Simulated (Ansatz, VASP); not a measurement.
**TiSe in two plane-wave programs**

Wanted: the spread between two codes on one cell, functional and k mesh. The cell is taken from a series of runs on this material, whose earlier steps may have relaxed, scaled, displaced or heated it; both programs get it as it stands.

Main program and level: Ansatz 0.2.0; plane waves, with VASP 6.6.1 beside it; relaxation of cell and atoms at r2SCAN.

### Step 1. Starting point

It takes space group P6_3/mmc (No. 194, hexagonal). Conventional cell: a = 3.559 Å, b = 3.559 Å, c = 6.220 Å, α = 90.00°, β = 90.00°, γ = 120.00°. Nearest to Ti lie 6 Se at 2.58 Å. Nearest to Se lie 6 Ti at 2.58 Å. Farther neighbours and most contacts between anions are not listed.

### Step 2. Ansatz: relaxation of cell and atoms, r2SCAN

Ansatz runs on its default PAW (the set named soft_2) files.

The relaxed volume is the usual yardstick between codes: in a stiff, nearly cubic crystal its relative difference is about their pressure difference at one cell divided by the bulk modulus.

input.yaml reads:

```yaml
crystal:
  lattice:
    - [3.559, 0.0, 0.0]
    - [-1.7795, 3.0821844121, 0.0]
    - [0.0, 0.0, 6.22]
  atoms:
    - { symbol: Ti, position: [0.0, 0.0, 0.0] }
    - { symbol: Ti, position: [0.0, 0.0, 0.5] }
    - { symbol: Se, position: [0.3333333333, 0.6666666667, 0.25] }
    - { symbol: Se, position: [0.6666666667, 0.3333333333, 0.75] }
kpoints:
  mp_grid: { grid: [12, 12, 6] }
hamiltonian:
  xc: r2scan
scf:
  occupations: { method: gaussian, width: 0.1 }
output:
  forces: true
  stress: true
  eigenvalues: true
relax:
  adjacent_minimum: "off"
  f_tol: 0.005
  max_steps: 60
  cell: { stress_tol: 0.03 }
```

Launch:

```
$ ansatz run input.yaml --threads 4 --pin off --max-ram 8192MiB --backend cpu --events-out ev --progress --plain --runs-dir out
```

Numbers of over 12 decimals in the logs are rounded to 6 here.

Output:

```text
Engine: ansatz 0.2.0, aarch64-unknown-linux-gnu
Pseudopotentials: kind: paw
Pseudopotential: Ti, paw, valence charge 12, recommended cutoff 500 eV (meta_gga), Ti.paw.azcp
Pseudopotential: Se, paw, valence charge 16, recommended cutoff 500 eV (meta_gga), Se.paw.azcp
Functional definition: r2SCAN
  parameter k0 = 0.174
  parameter k1 = 0.065
  parameter a1 = 4.9479
  exchange = r2scan_x(k0 = k0, k1 = k1, a1 = a1)
  correlation = r2scan_c
Crystal: 4 atoms, lattice volume = 68.230 Å³
Basis set: ecut = 500 eV, 1751 PW (Γ), exchange–correlation on 108×108×192 points (64 copies of the dense FFT grid, shifted against one another)
Bands: 34, of which v1, the nominal top of the filled ones, is band 28 counted from 1 (27 counted from 0)
Symmetry: 24 space group operations
Space group: P63/mmc (ITA 194), of the structure as read, at distance tolerance 4.1e-5 Å
k-points: 76 of 864
Non-local potential: Ti, projectors of the file, l = 0: 3, l = 1: 2, l = 2: 3, l = 3: 1
Non-local potential: Se, projectors of the file, l = 0: 2, l = 1: 2, l = 2: 3, l = 3: 1
PAW form: soft (Blöchl's): semilocal exchange-correlation on the pseudo side does not see the compensation charge
PAW frozen core: Ti, regenerated for the run's functional (the file was generated under x = pbe(κ = 0.804, μ = 0.219515), c = pbe(β = 0.066725))
PAW frozen core: Se, regenerated for the run's functional (the file was generated under x = pbe(κ = 0.804, μ = 0.219515), c = pbe(β = 0.066725))
PAW one-centre angular grid: Ti, 590 points (default); XC on 160 Gauss nodes
PAW one-centre angular grid: Se, 590 points (default); XC on 160 Gauss nodes
Initial density: superposition of atomic densities (neutral atoms: chi_scale 0, normalization atom), corrected by the library's trained network
Initial wavefunctions: pseudopotential atomic-orbital guess
Functional: x = r2scan, c = r2scan; τ floored in thin density (d = 2e-4 eV/Å³)
SCF iter   1: F=—  HF=-15969.609406 eV  |F-HF|=—  |Δ(HF+E_count)|=         —  Δρ=1.42e-2  dr2=1.78e-1  dr2_τ=3.69e-2  ethr=1.77e-3  ⟨swp⟩=5.2  Hψ=9713  notcnv=0
preconditioner: auto → Kerker (q_TF=auto, 2.640 Å⁻¹)  [metal: Δε(μ)=0.005 eV  Ē_g=7.953 eV  σ=0.100 eV  W_gap=0.03  n_scr=22 (ndim 8)  ℏωp=20.1 eV  f_vac=0.000  D(μ)=3.76/eV (n_scr^D=36)]
SCF iter   2: F=—  HF=-15969.716506 eV  |F-HF|=—  |Δ(HF+E_count)|=   1.07e-1  Δρ=4.13e-3  dr2=1.29e-2  dr2_τ=2.15e-3  ethr=3.17e-4  ⟨swp⟩=2.0  Hψ=4621  notcnv=0  defer=72
SCF iter   3: F=—  HF=-15969.717285 eV  |F-HF|=—  |Δ(HF+E_count)|=   7.79e-4  Δρ=2.39e-3  dr2=3.58e-3  dr2_τ=2.58e-4  ethr=2.31e-5  ⟨swp⟩=2.2  Hψ=3339  notcnv=0  defer=72
SCF iter   4: F=—  HF=-15969.718576 eV  |F-HF|=—  |Δ(HF+E_count)|=   1.29e-3  Δρ=5.12e-4  dr2=1.15e-4  dr2_τ=1.37e-5  ethr=6.39e-6  ⟨swp⟩=3.0  Hψ=5006  notcnv=0  defer=72
SCF iter   5: F=—  HF=-15969.718503 eV  |F-HF|=—  |Δ(HF+E_count)|=   7.35e-5  Δρ=2.43e-4  dr2=3.67e-5  dr2_τ=1.27e-6  ethr=2.06e-7  ⟨swp⟩=2.0  Hψ=4446  notcnv=0  defer=72
SCF iter   6: F=—  HF=-15969.718534 eV  |F-HF|=—  |Δ(HF+E_count)|=   3.14e-5  Δρ=7.37e-5  dr2=2.45e-6  dr2_τ=1.82e-7  ethr=6.55e-8  ⟨swp⟩=3.0  Hψ=4611  notcnv=0  defer=72
SCF iter   7: F=—  HF=-15969.718537 eV  |F-HF|=—  |Δ(HF+E_count)|=   2.93e-6  Δρ=1.98e-5  dr2=3.21e-7  dr2_τ=5.13e-9  ethr=4.38e-9  ⟨swp⟩=2.0  Hψ=4509  notcnv=0  defer=72
SCF iter   8: F=-15969.718537 eV  HF=-15969.718537 eV  |F-HF|=3.17e-9  |Δ(HF+E_count)|=   3.03e-7  Δρ=6.12e-6  dr2=3.08e-8  dr2_τ=8.11e-10  ethr=1.79e-10  ⟨swp⟩=7.2  Hψ=10045  notcnv=0
SCF 1 converged in 8 iterations: F = -15969.718537 eV  dr2 = 3.08e-8
  greatest PAW one-centre occupation: 1.002 electrons in one spin orbital (limit 2), on the Ti atom at site 1 (counted from 0), in its partial waves of l = 1
relax step   1: F+E_penalty+E_count = -15969.71853736 eV  Δ(F+E_penalty+E_count) = +0.000e0 eV  max|allowed force component| = 1.850e-17 eV/Å  Δτ_max = 0.0000 Å  P = +3.713 GPa  Ω = 68.230 Å³  (8 SCF iters, dr2 threshold 1.00e-7 eV, accepted)
[...]
relax step   4: F+E_penalty+E_count = -15969.90421226 eV  Δ(F+E_penalty+E_count) = -6.909e-3 eV  max|allowed force component| = 3.759e-17 eV/Å  Δτ_max = 0.0000 Å  P = -0.186 GPa  Ω = 68.772 Å³  energy of the carried Pulay correction = -3.100e-5 eV  (7 SCF iters, dr2 threshold 4.00e-7 eV, accepted)
[...]
relax step   5: F+E_penalty+E_count = -15969.90467832 eV  Δ(F+E_penalty+E_count) = -4.661e-4 eV  max|allowed force component| = 2.024e-17 eV/Å  Δτ_max = 0.0000 Å  P = -0.009 GPa  Ω = 68.613 Å³  energy of the carried Pulay correction = +3.249e-5 eV  (5 SCF iters, dr2 threshold 2.98e-7 eV, accepted)
[...]
relax step   6: F+E_penalty+E_count = -15969.90501401 eV  Δ(F+E_penalty+E_count) = -3.357e-4 eV  max|allowed force component| = 1.850e-17 eV/Å  Δτ_max = 0.0000 Å  P = -0.007 GPa  Ω = 68.613 Å³  stress off target by 1.17e-2 GPa  SCF on the basis re-selected at this cell (its energy is not comparable with the rows above)  (8 SCF iters)
basis re-selected at this cell: Δ(F+E_penalty+E_count) = -3.357e-4 eV, ΔP = +0.002 GPa vs the last step (what re-selecting the basis moved, of the pressure what is left beyond the Pulay correction that the steps carried, after the strain that the cell walked since its last selection, with what the two solves' SCF thresholds leave and, on support functions, any second-order correction that the steps lacked; it is no measure of the basis error at this ecutwfc). The dense FFT grid was sized anew with the basis: this SCF ran on 25×25×50 points, the steps before it on 27×27×48, so part of this shift can come from that change (see relax.cell in the input reference). [rest of the remark cut]
SCF converged after 8 iterations
Free energy (F): -15969.905014 eV
Harris-Foulkes:  -15969.905014 eV  (|F-HF|=1.82e-12)
Internal energy: -15969.891229 eV  (E = F + TS)
E sigma→0 (E₀):  -15969.898122 eV
Entropy (-TS):   -0.013785 eV (-3.446 meV/atom)
Fermi energy:    14.578057 eV
--- Per-component energies (eV) ---
  E_band       = -963.750529
  E_kinetic    = 790.193308
  E_local      = -5695.648734  (includes V_loc(G=0)·N_el)
  E_nonlocal   = -1172.674242
  E_hartree    = 2758.647199
  E_xc         = -386.326515
  E_vxc        = -482.119786  (∫ρ·V_xc dr)
  E_paw        = -5965.491643  (= ΣΔE_a)
  E_vpaw       = 50.763196  (= ΣTr[D̂ρ^β])
  E_aug_tail   = -0.000249  (compensation charges beyond the density's cutoff)
  E_vtau       = 28.441569  (kinetic-family band-sum trace: ∫τ·v_τ [+ j·A + Jᵃ·Aᵃ] dr)
  E_ewald      = -6294.553898
  E_core_change = -4.036455  (= ΣΔE_core)
  E_smearing   = -0.013785  (= −TS)
  E_closure    = -0.000000  (closes the sum)
  Σ components = -15969.905014   (vs F -15969.905014, Δ=0.00e0)
--- Forces (eV/Å), atoms counted from 1 ---
  atom   1  Ti    -0.00000000     0.00000000     0.00000000
  atom   2  Ti     0.00000000     0.00000000    -0.00000000
  atom   3  Se     0.00000000    -0.00000000    -0.00000000
  atom   4  Se     0.00000000     0.00000000     0.00000000
  max |Σ_I F_I| component: 9.25e-18 eV/Å
--- Stress (GPa, compression-positive) ---
       -0.011658       0.000000       0.000000
        0.000000      -0.011658      -0.000000
        0.000000      -0.000000       0.002294
  P = ⅓ Tr σ = -0.0070 GPa (-0.070 kbar)
--- Band table (eV; the first three rows and the last of 76) ---
  k-point 0: bands = [... 24 lower, 12.5735, 13.2745, 13.2745, 14.3738, 14.3738, 14.5321, 14.5321, 15.6695, ... 2 higher]
  k-point 1: bands = [... 24 lower, 12.8668, 12.8668, 13.0989, 14.5802, 14.5802, 14.7663, 14.7663, 15.7000, ... 2 higher]
  k-point 2: bands = [... 24 lower, 12.2498, 12.2498, 13.8523, 14.7142, 14.7142, 15.0272, 15.0272, 15.2631, ... 2 higher]
  k-point 75: bands = [... 24 lower, 9.4490, 9.4490, 14.1168, 14.1168, 15.8860, 15.8860, 16.1436, 16.1436, ... 2 higher]
--- Relaxed structure (5 steps of the walk, 5 accepted, 1 SCFs on fresh bases) ---
  F+E_penalty+E_count = -15969.90501401 eV   max|allowed force component| = 1.850e-17 eV/Å   (the final SCF, on the basis selected at the relaxed cell)
  cell:  # Å, volume = 68.6134 Å³
    - [3.427416, 0, 0.0]
    - [-1.713708, 2.968229, 0.0]
    - [0.0, 0.0, 6.744419]
  atoms:
    - { symbol: Ti, position: [0, 0, 0] }
    - { symbol: Ti, position: [0, 0, 0.500000] }
    - { symbol: Se, position: [0.333333, 0.666667, 0.250000] }
    - { symbol: Se, position: [0.666667, 0.333333, 0.750000] }
```

### Step 3. VASP: relaxation of cell and atoms, r2SCAN

The same cell, functional, mesh and smearing now go to VASP, with its own data sets.

Lines of VASP's logs that name or quote its potential files are left out, and so is its time.

INCAR reads:

```
SYSTEM = TiSe
PREC = Accurate
ENCUT = 550
EDIFF = 1E-07
NELM = 120
ISMEAR = 0
SIGMA = 0.1
LREAL = .FALSE.
ALGO = Normal
METAGGA = R2SCAN
LASPH = .TRUE.
NBANDS = 24
LORBIT = 11
LWAVE = .FALSE.
LCHARG = .FALSE.
ISIF = 3
IBRION = 2
NSW = 80
EDIFFG = -0.005
GGA_COMPAT = .FALSE.
NELMIN = 4
LMIXTAU = .TRUE.
KPAR = 2
```

POSCAR reads:

```
TiSe
1.0
    3.5590000000      0.0000000000      0.0000000000
   -1.7795000000      3.0821840000      0.0000000000
    0.0000000000      0.0000000000      6.2200000000
Ti Se
2 2
Direct
    0.0000000000      0.0000000000      0.0000000000
    0.0000000000      0.0000000000      0.5000000000
    0.3333333333      0.6666666667      0.2500000000
    0.6666666667      0.3333333333      0.7500000000
```

KPOINTS reads:

```
Automatic mesh
0
Gamma
12 12 6
0 0 0
```

Potentials, in the order of the species: Ti_sv and Se (PBE family, release 64).

Launch:

```
$ mpirun -np 2 vasp_std
```

Output:

```text
[banner, memory and clock lines left out]
running    2 mpi-ranks, on    1 nodes
 distrk:  each k-point on    1 cores,    2 groups
 distr:  one band on    1 cores,    1 groups

 POSCAR found type information on POSCAR TiSe
 POSCAR found :  2 types and       4 ions
|                                                                             |
|               ----> ADVICE to this user running VASP <----                  |
|                                                                             |
|     You enforced a specific xc type in the INCAR file but a different       |
|     [... a line on the potential file left out ...]
|     I HOPE YOU KNOW WHAT YOU ARE DOING!                                     |
|                                                                             |

 LDA part: xc-table for (None), standard interpolation
 POSCAR, INCAR and KPOINTS ok, starting setup
 FFT: planning ... GRIDC
 FFT: planning ... GRID_SOFT
 FFT: planning ... GRID
 WAVECAR not read
 entering main loop
       N       E                     dE             d eps       ncg     rms          rms(c)
DAV:   1     0.385137294642E+03    0.38514E+03   -0.18753E+04  3648   0.176E+03
DAV:   2    -0.202553272474E+02   -0.40539E+03   -0.39777E+03  3712   0.499E+02
DAV:   3    -0.664518675294E+02   -0.46197E+02   -0.45639E+02  6184   0.149E+02
DAV:   4    -0.697139329858E+02   -0.32621E+01   -0.32405E+01  5384   0.330E+01
DAV:   5    -0.698679706626E+02   -0.15404E+00   -0.15398E+00  5024   0.615E+00    0.168E+01
DAV:   6    -0.621767505381E+02    0.76912E+01   -0.26463E+01  5208   0.529E+01    0.445E+00
DAV:   7    -0.588784150517E+02    0.32983E+01   -0.19573E+00  4424   0.127E+01    0.277E+00
DAV:   8    -0.585675519872E+02    0.31086E+00   -0.12863E+00  4192   0.780E+00    0.100E+00
DAV:   9    -0.592006588238E+02   -0.63311E+00   -0.35829E-01  3896   0.535E+00    0.417E-01
DAV:  10    -0.591891871189E+02    0.11472E-01   -0.74427E-02  5208   0.172E+00    0.302E-01
DAV:  11    -0.592127057084E+02   -0.23519E-01   -0.24122E-02  4136   0.106E+00    0.132E-01
DAV:  12    -0.592120552095E+02    0.65050E-03   -0.19669E-03  5104   0.314E-01    0.105E-01
DAV:  13    -0.592129288379E+02   -0.87363E-03   -0.18279E-03  4304   0.335E-01    0.696E-02
DAV:  14    -0.592125392580E+02    0.38958E-03   -0.77776E-04  4112   0.247E-01    0.347E-02
DAV:  15    -0.592131563271E+02   -0.61707E-03   -0.26214E-04  4048   0.150E-01    0.197E-02
DAV:  16    -0.592132290075E+02   -0.72680E-04   -0.33294E-04  4064   0.133E-01    0.819E-03
DAV:  17    -0.592132415046E+02   -0.12497E-04   -0.17182E-05  5376   0.334E-02    0.460E-03
DAV:  18    -0.592132524190E+02   -0.10914E-04   -0.15471E-05  3960   0.278E-02    0.101E-03
DAV:  19    -0.592132682394E+02   -0.15820E-04   -0.13675E-06  3920   0.964E-03    0.122E-03
DAV:  20    -0.592132626982E+02    0.55412E-05   -0.15460E-07  2848   0.454E-03    0.511E-04
DAV:  21    -0.592132656286E+02   -0.29304E-05   -0.74297E-08  2200   0.247E-03    0.260E-04
DAV:  22    -0.592132649252E+02    0.70335E-06   -0.35202E-08  2120   0.158E-03    0.138E-04
DAV:  23    -0.592132650527E+02   -0.12744E-06   -0.98393E-09  2040   0.116E-03    0.174E-04
DAV:  24    -0.592132651128E+02   -0.60124E-07   -0.37013E-09  2016   0.535E-04
   1 F= -.59213265E+02 E0= -.59203542E+02  d E =-.592133E+02
[...]
3 F= -.59296466E+02 E0= -.59285550E+02  d E =-.832006E-01
[...]
4 F= -.59373189E+02 E0= -.59363959E+02  d E =-.767233E-01
[...]
5 F= -.59402860E+02 E0= -.59395738E+02  d E =-.106394E+00
[...]
6 F= -.59403144E+02 E0= -.59396174E+02  d E =-.106679E+00
[...]
7 F= -.59401822E+02 E0= -.59394889E+02  d E =0.132272E-02
 trial-energy change:    0.001323  1 .order    0.001495   -0.014008    0.016998
 step:   0.5219(harm=  0.5125)  dis= 0.00000  next Energy=   -59.406383 (dE=-0.324E-02)
 bond charge predicted
       N       E                     dE             d eps       ncg     rms          rms(c)
DAV:   1    -0.594546770703E+02   -0.52855E-01   -0.13493E+00  4864   0.136E+01    0.184E+00
DAV:   2    -0.594106491999E+02    0.44028E-01   -0.29389E-01  4336   0.536E+00    0.551E-01
DAV:   3    -0.594061332047E+02    0.45160E-02   -0.26096E-02  4928   0.102E+00    0.177E-01
DAV:   4    -0.594049452013E+02    0.11880E-02   -0.61816E-03  5928   0.517E-01    0.956E-02
DAV:   5    -0.594063439293E+02   -0.13987E-02   -0.16544E-03  4496   0.245E-01    0.760E-02
DAV:   6    -0.594061759423E+02    0.16799E-03   -0.62762E-04  5512   0.160E-01    0.198E-02
DAV:   7    -0.594064727684E+02   -0.29683E-03   -0.18172E-04  5552   0.120E-01    0.162E-02
DAV:   8    -0.594063964134E+02    0.76355E-04   -0.19017E-05  4752   0.393E-02    0.113E-02
DAV:   9    -0.594063963980E+02    0.15470E-07   -0.13345E-05  4576   0.296E-02    0.922E-03
DAV:  10    -0.594064029820E+02   -0.65840E-05   -0.12740E-05  3976   0.245E-02    0.645E-04
DAV:  11    -0.594064077400E+02   -0.47580E-05   -0.66984E-07  4872   0.547E-03    0.552E-04
DAV:  12    -0.594064085390E+02   -0.79897E-06   -0.76678E-08  2072   0.252E-03    0.230E-04
DAV:  13    -0.594064041559E+02    0.43831E-05   -0.46025E-08  1864   0.176E-03    0.240E-04
DAV:  14    -0.594064041658E+02   -0.99526E-08   -0.57625E-09  1864   0.647E-04
   8 F= -.59406404E+02 E0= -.59399450E+02  d E =-.325977E-02
 curvature:  -0.27 expect dE=-0.313E-05 dE for cont linesearch -0.252E-09
 trial: gam=-0.00424 g(F)=  0.842E-44 g(S)=  0.118E-04 ort =-0.349E-05 (trialstep = 0.101E+01)
 search vector abs. value=  0.120E-04
 reached required accuracy - stopping structural energy minimisation
```

(Part 1 of 2 ends here.)

[Lines on the potential files, build, host, timing and source positions are cut from VASP's logs without a mark.]

[Logs are printed without paths, hosts, clocks, repeated set-up lines and the standing remarks that a program may print on its own settings, such as how far it seeks lower states.]

[Hosts, paths, dates, database ids (printed as entryN), source tags and the programs' standing remarks are cut or masked in the printed files.]
